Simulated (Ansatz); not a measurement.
# ZnS: a vibration from a frozen displacement

Theory: Ansatz, DFT r2SCAN, scalar-relativistic, plane waves, PAW. The runs took a 500 eV cutoff, a Γ-centred 8×8×8 mesh and Gaussian smearing (0.05 eV). No spin polarisation. Energies are free energies at this smearing, counted from the undisturbed cell; pressure is positive in compression.

The starting cell (as given, not relaxed at this level; it stands at -0.9 GPa):

```
Zn S
1.0
     0.00000    2.70465    2.70465
     2.70465    0.00000    2.70465
     2.70465    2.70465    0.00000
Zn S
1 1
Direct
  0.00000 0.00000 0.00000
  0.75000 0.75000 0.75000
```

Every S atom is moved by x along the Cartesian unit vector (0.000, -0.707, -0.707); the cell and all other atoms stay fixed. The cell's volume is 39.57 Å³; the moved atoms weigh 32.060 u together and the others 65.380 u. Some rows repeat others by symmetry and weren't run.

```
  x (Å)  ΔE (meV/cell) total force on the moved atoms along the move (eV/Å) pressure (GPa)
-0.1000          28.62                                                0.5773         -0.5223
-0.0875          21.86                                                0.5032         -0.6019
-0.0750          16.04                                                0.4298         -0.6708
-0.0625          11.12                                                0.3571         -0.7289
-0.0500           7.11                                                0.2850         -0.7764
-0.0375           3.99                                                0.2133         -0.8133
-0.0250           1.77                                                0.1420         -0.8397
-0.0125           0.44                                                0.0710         -0.8555
 0.0000           0.00                                                0.0000         -0.8607
 0.0125           0.44                                               -0.0710         -0.8555
 0.0250           1.77                                               -0.1420         -0.8397
 0.0375           3.99                                               -0.2133         -0.8133
 0.0500           7.11                                               -0.2850         -0.7764
 0.0625          11.12                                               -0.3571         -0.7289
 0.0750          16.04                                               -0.4298         -0.6708
 0.0875          21.86                                               -0.5032         -0.6019
 0.1000          28.62                                               -0.5773         -0.5223
```

**Question.** What frequency belongs to this motion?

**Answer.** The force constant is k = −dF/dx = 5.679 eV/Å², from the parabola through x = -0.0125, 0 and 0.0125. In every cell the moved atoms swing against the rest, so the mass is μ = m₁m₂/(m₁ + m₂) = 21.512 u, and ν̃ = 521.5 cm⁻¹ × √(|k|/μ) = 268 cm⁻¹. To first order in x, and within 1 %, the force on every atom lies along the move and, within each of the two groups, in proportion to the atom's mass, so this is itself a mode at the zone centre of this cell, taken without macroscopic field (the transverse frequency in a polar insulator).

**Question.** How far does the harmonic law reach?

**Answer.** At x = -0.100 Å, kx²/2 = 28.40 meV against the computed 28.62 meV (+0.8 %): the well is still close to harmonic there.

The restoring force comes from the tetrahedral Zn–S bonds of zincblende: moving S along this direction shortens one bond, lengthens another and leaves two unchanged to first order. The resulting 268 cm⁻¹ lies close to the known transverse optical mode of ZnS. The energy is even in x because a twofold rotation reverses the move, so the cubic term vanishes and the small excess over the parabola reflects quartic and higher stiffening.

The pressure column adds a second result. It rises steadily with displacement of either sign, from -0.8607 to -0.5223 GPa, so the force constant must grow as the cell shrinks. This is a positive mode Grüneisen parameter, as expected for a bond-stretching optical mode. Since the starting cell is under tension, relaxing its volume would contract it and probably raise the frequency slightly.

The near-harmonic well doesn't show that anharmonicity is weak in general: along a bond direction, symmetry allows the cubic term that is absent here.
